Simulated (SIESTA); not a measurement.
# Ge (I4_1/amd) in SIESTA: equation of state, part 2 of 2

SIESTA 5.4.2. Earlier steps stand in the parts before.

## (3) Single point, PBEsol, 17.78 Å³/atom

Ge.fdf reads:

```
SystemName                      Ge
SystemLabel                     Ge
NumberOfSpecies                 1
NumberOfAtoms                   2
%block ChemicalSpeciesLabel
  1  32 Ge
%endblock ChemicalSpeciesLabel

LatticeConstant                 1.0 Ang
%block LatticeVectors
    -2.5396950521     2.5396950521     1.3785263734
     2.5396950521    -2.5396950521     1.3785263734
     2.5396950521     2.5396950521    -1.3785263734
%endblock LatticeVectors
AtomicCoordinatesFormat         Fractional
%block AtomicCoordinatesAndAtomicSpecies
     0.5000000000     0.5000000000     0.0000000000  1  Ge
     0.2500000000     0.7500000000     0.5000000000  1  Ge
%endblock AtomicCoordinatesAndAtomicSpecies

%block kgrid.MonkhorstPack
   11   0   0  0.0
    0  11   0  0.0
    0   0  11  0.0
%endblock kgrid.MonkhorstPack
XC.Functional                   GGA
XC.Authors                      PBEsol
PAO.BasisSize                   DZP
PAO.EnergyShift                 0.003 Ry
Mesh.Cutoff                     800 Ry
OccupationFunction              FD
ElectronicTemperature           0.05 eV
MaxSCFIterations                120
SCF.MustConverge                false
SCF.Mixer.Method                Pulay
SCF.Mixer.Weight                0.25
SCF.Mixer.History               8
SCF.DM.Tolerance                5.0e-05
SCF.H.Tolerance                 1.0e-03 eV
WriteForces                     true
Charge.Mulliken                 end
%block PAO.Basis
  Ge 4
  n=4 0 2
    5.960 0.000
  n=4 1 2
    8.130 0.000
  n=3 2 2
    3.189 0.000
  n=4 2 1
    8.130
%endblock PAO.Basis
```

Potentials or basis: PseudoDojo 0.4 standard (PBEsol files), DZP (energy shift 0.003 Ry; two zetas on semicore shells).

Run with:

```sh
$ siesta Ge.fdf > Ge.out 2>&1
```

It took 1.8 min on 1 thread of Intel Xeon 6975P-C (Granite Rapids), shared host; peak memory 0.63 GiB.

The run converged. Its results:

- Free energy: -4853.4674 eV
- Pressure: 4.1 GPa
- Band gap on the k mesh: none (metal or under the smearing width)

Caveat: the basis of atomic orbitals isn't converged, which shifts pressures, moduli and gaps.

## (4) Single point, PBEsol, 18.15 Å³/atom

Ge.fdf, as its differences from that of step 3:

```diff
@@ -10,5 +10,5 @@
 %block LatticeVectors
-    -2.5396950521     2.5396950521     1.3785263734
-     2.5396950521    -2.5396950521     1.3785263734
-     2.5396950521     2.5396950521    -1.3785263734
+    -2.5572107439     2.5572107439     1.3880337523
+     2.5572107439    -2.5572107439     1.3880337523
+     2.5572107439     2.5572107439    -1.3880337523
 %endblock LatticeVectors
```

Run with:

```sh
$ siesta < Ge.fdf > Ge.out 2>&1
```

Wall time 2 min (1 thread of Intel Xeon 6975P-C (Granite Rapids), shared host); peak memory 0.62 GiB.

The run converged. Its results:

```yaml
Free_energy: -4853.4828 eV
Pressure: 2.6 GPa
Band_gap_on_the_k_mesh: none (metal or under the smearing width)
```

Caveat: the basis of atomic orbitals isn't converged, which shifts pressures, moduli and gaps.

## (5) Single point, PBEsol, 18.89 Å³/atom

Ge.fdf, as its differences from that of step 4:

```diff
@@ -10,5 +10,5 @@
 %block LatticeVectors
-    -2.5572107439     2.5572107439     1.3880337523
-     2.5572107439    -2.5572107439     1.3880337523
-     2.5572107439     2.5572107439    -1.3880337523
+    -2.5915398167     2.5915398167     1.4066673013
+     2.5915398167    -2.5915398167     1.4066673013
+     2.5915398167     2.5915398167    -1.4066673013
 %endblock LatticeVectors
```

Run with:

```sh
$ siesta Ge.fdf > Ge.out 2>&1
```

Wall time 2.3 min (1 thread of Intel Xeon 6975P-C (Granite Rapids), shared host); peak memory 0.61 GiB.

Results (log left out):

```yaml
Free_energy: -4853.4946 eV
Pressure: -0.1 GPa
Band_gap_on_the_k_mesh: none (metal or under the smearing width)
```

Caveat: the basis of atomic orbitals isn't converged, which shifts pressures, moduli and gaps.

## (6) Single point, PBEsol, 19.27 Å³/atom

Ge.fdf, as its differences from that of step 5:

```diff
@@ -10,5 +10,5 @@
 %block LatticeVectors
-    -2.5915398167     2.5915398167     1.4066673013
-     2.5915398167    -2.5915398167     1.4066673013
-     2.5915398167     2.5915398167    -1.4066673013
+    -2.6083684688     2.6083684688     1.4158017605
+     2.6083684688    -2.6083684688     1.4158017605
+     2.6083684688     2.6083684688    -1.4158017605
 %endblock LatticeVectors
```

Potentials or basis: PseudoDojo 0.4 standard (PBEsol files), DZP (energy shift 0.003 Ry; two zetas on semicore shells).

Run with:

```sh
$ siesta Ge.fdf > Ge.out 2>&1
```

Run time: 1.8 min. Hardware: 1 thread of Intel Xeon 6975P-C (Granite Rapids), shared host; peak memory 0.59 GiB.

It converged, with:

```
Free energy            : -4853.4904 eV
Pressure               : -1.5 GPa
Band gap on the k mesh : none (metal or under the smearing width)
```

Caveat: the basis of atomic orbitals isn't converged, which shifts pressures, moduli and gaps.

## (7) Single point, PBEsol, 19.64 Å³/atom

Ge.fdf, as its differences from that of step 6:

```diff
@@ -10,5 +10,5 @@
 %block LatticeVectors
-    -2.6083684688     2.6083684688     1.4158017605
-     2.6083684688    -2.6083684688     1.4158017605
-     2.6083684688     2.6083684688    -1.4158017605
+    -2.6249827287     2.6249827287     1.4248198492
+     2.6249827287    -2.6249827287     1.4248198492
+     2.6249827287     2.6249827287    -1.4248198492
 %endblock LatticeVectors
```

Run with:

```sh
$ siesta < Ge.fdf > Ge.out 2>&1
```

Run time: 1.7 min. Hardware: 1 thread of Intel Xeon 6975P-C (Granite Rapids), shared host; peak memory 0.59 GiB.

The run converged. Its results:

| Quantity | Value |
| --- | --- |
| Free energy | -4853.4816 eV |
| Pressure | -2.3 GPa |
| Band gap on the k mesh | none (metal or under the smearing width) |

Caveat: the basis of atomic orbitals isn't converged, which shifts pressures, moduli and gaps.

## (8) Equation of state, PBEsol

Potentials or basis: PseudoDojo 0.4 standard (PBEsol files), DZP (energy shift 0.003 Ry; two zetas on semicore shells).

This step only gathers the single runs of the series.

What came out:

```
Equilibrium volume                        : 18.86 Å³/atom (rough: see the caveat)
Bulk modulus at fixed shape and positions : 66 GPa (rough)
```

Energy against volume, from the lowest point:
| volume (Å³/atom) | energy (meV/atom) |
| --- | --- |
| 17.413 | 25.10 |
| 17.783 | 13.61 |
| 18.154 | 5.90 |
| 18.524 | 1.42 |
| 18.895 | 0.00 |
| 19.265 | 2.07 |
| 19.636 | 6.47 |

Caveat: the fit is doubtful: noisy points or a state that changes with volume; the cell was scaled at fixed shape and fractional positions, which overstates the stiffness of a crystal with free parameters, most of all of layers and chains; the basis of atomic orbitals isn't converged, which shifts pressures, moduli and gaps.
